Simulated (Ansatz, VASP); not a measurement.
## TiC in VASP and in Ansatz

File INCAR:

```
PREC = Accurate
ENCUT = 600
EDIFF = 1E-7
ISMEAR = 0
SIGMA = 0.1
LREAL = False
LASPH = True
NELM = 80
ALGO = Normal
ISIF = 3
LWAVE = False
LCHARG = False
GGA = PE
IBRION = 2
NSW = 90
EDIFFG = -0.04
```

Contents of KPOINTS:

```
regular mesh
0
Gamma
  6 6 6
```

POSCAR

```
TiC
1.0
    3.2133647700      0.0000000000      0.0000000000
   -1.6066823900      2.7828555200      0.0000000000
    0.0000000000      0.0000000000      3.1284275100
Ti C
1 1
Direct
    0.3333333300      0.6666666700      0.5000000000
    0.6666666700      0.3333333300      0.0000000000
```

Input for Ansatz:

```yaml
crystal:
  lattice:
    - [3.21336477, 0.0, 0.0]
    - [-1.60668239, 2.78285552, 0.0]
    - [0.0, 0.0, 3.12842751]
  atoms:
    - { symbol: Ti, position: [0.33333333, 0.66666667, 0.5] }
    - { symbol: C, position: [0.66666667, 0.33333333, 0.0] }
basis:
  ecutwfc: 420
kpoints:
  mp_grid: { grid: [6, 6, 6] }
hamiltonian:
  xc: pbe
scf:
  occupations: { method: gaussian, width: 0.1 }
  lower_state_search: "off"
output:
  forces: true
  stress: true
  eigenvalues: true
relax:
  adjacent_minimum: "off"
  f_tol: 0.04
  max_steps: 70
  cell: { stress_tol: 0.4 }
```

Alike in both runs: task relaxation of cell and atoms; functional PBE; k mesh 6 × 6 × 6; occupations gaussian, width 0.1 eV; no spin polarisation.

```csv
,VASP,Ansatz
version,VASP 6.6.1,Ansatz 0.2.0
potentials or method,"VASP PAW PBE potentials, release 64 (Ti_sv, C)","scalar-relativistic, plane waves, PAW"
plane-wave cutoff (eV),600,420
valence electrons in the cell,16,16
```

```tsv
	VASP	Ansatz	Ansatz less VASP
gap on the k mesh at the Fermi level, each at its own relaxed structure (eV)	0.27	0.27	0.000
relaxed volume (Å³/atom)	10.82	10.83	+0.006
relaxed cell length with the largest relative difference (Å)	3.052	3.053	+0.0012
energy change over the relaxation (meV/atom)	-509	-511	-1.9
```

Caveats: the volume moved by over 15 % at a fixed basis, so the end points are rough (VASP).
